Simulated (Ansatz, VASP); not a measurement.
## K in VASP and in Ansatz

The input INCAR:

```
ALGO = Normal ; EDIFF = 1E-7
EDIFFG = -0.005 ; ENCUT = 600
GGA = PS ; IBRION = 2
ISIF = 3 ; ISMEAR = -1
LASPH = T ; LCHARG = F
LREAL = F ; LWAVE = F
NELM = 80 ; NSW = 60
PREC = Accurate ; SIGMA = 0.1
```

The input KPOINTS:

```
k-points
0
Gamma
  9 9 9
```

POSCAR

```
K
1.0
    4.2548519443      0.0000000000      0.0000000000
    0.0000000000      4.2548519443      0.0000000000
    0.0000000000      0.0000000000      4.2548519443
K
1
Direct
    0.0000000000      0.0000000000      0.0000000000
```

Input for Ansatz:

```yaml
crystal:
  lattice:
    - [4.2548519443, 0.0, 0.0]
    - [0.0, 4.2548519443, 0.0]
    - [0.0, 0.0, 4.2548519443]
  atoms:
    - { symbol: K, position: [0.0, 0.0, 0.0] }
kpoints:
  mp_grid: { grid: [9, 9, 9] }
scf:
  occupations: { method: fermi_dirac, width: 0.1 }
hamiltonian:
  xc: pbesol
  pseudopotentials: { kind: paw }
output:
  forces: true
  stress: true
relax:
  f_tol: 0.005
  max_steps: 40
  cell: {}
```

Alike in both runs: task relaxation of cell and atoms; functional PBEsol; k mesh 9 × 9 × 9; occupations fermi-dirac, width 0.1 eV; no spin polarisation.

```csv
,VASP,Ansatz
version,VASP 6.6.1,Ansatz 0.2.0
potentials or method,"VASP PAW PBE potentials, release 64 (K_sv)","PAW with Ansatz's default frozen-core files, scalar-relativistic"
plane-wave cutoff (eV),600,420
valence electrons in the cell,9,9
```

VASP gave:

| Item | Value |
| --- | --- |
| relaxed volume (Å³/atom) | 76.45 |
| relaxed cell length with the largest relative difference (Å) | 4.244 |

Problem. What did Ansatz give for the same quantities?

Solution. Relaxed volume (Å³/atom): 77.03; relaxed cell length with the largest relative difference (Å): 4.255.

Caveats: the PAW data sets were made with another functional, which shifts forces and pressure a little (VASP).
